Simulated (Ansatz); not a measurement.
In (I4/mmm), two-dimensional strain map

Method: DFT PBE, scalar-relativistic, plane waves, PAW in Ansatz 0.2.0. Cutoff 420 eV, Γ-centred 20×20×20 k-points, Gaussian smearing of 0.15 eV. No spin polarisation. Energies are free energies at this smearing, counted from the undisturbed cell; pressure is positive in compression.

The undisturbed cell (as given, not relaxed at this level; it stands at 2.0 GPa):

```
CELL_PARAMETERS angstrom
-1.62615 1.62615 2.47395
1.62615 -1.62615 2.47395
1.62615 1.62615 -2.47395
ATOMIC_POSITIONS crystal
In 0.00000 0.00000 0.00000
```

The cell is strained by p along both x and y and by q along z, fractional coordinates fixed. Points are written (p, q).

Energy above the undisturbed cell in meV/atom (a dash: not computed):

| p \ q | -0.030 | -0.015 | 0.000 | 0.015 | 0.030 |
| --- | --- | --- | --- | --- | --- |
| -0.030 | 62.7 | 47.7 | 34.9 | 24.1 | ? |
| -0.015 | 33.7 | 22.7 | 13.9 | 6.9 | 1.5 |
| 0.000 | 13.0 | 5.5 | 0.0 | -3.6 | -5.8 |
| 0.015 | -0.2 | -4.6 | ? | -8.1 | -7.4 |
| 0.030 | -6.9 | -8.2 | ? | -6.8 | ? |

(1) Fill in the withheld energies.

## Answers

(1) (-0.030, 0.030): 15.6; (0.015, 0.000): -7.2; (0.030, 0.000): -8.3; (0.030, 0.030): -3.8.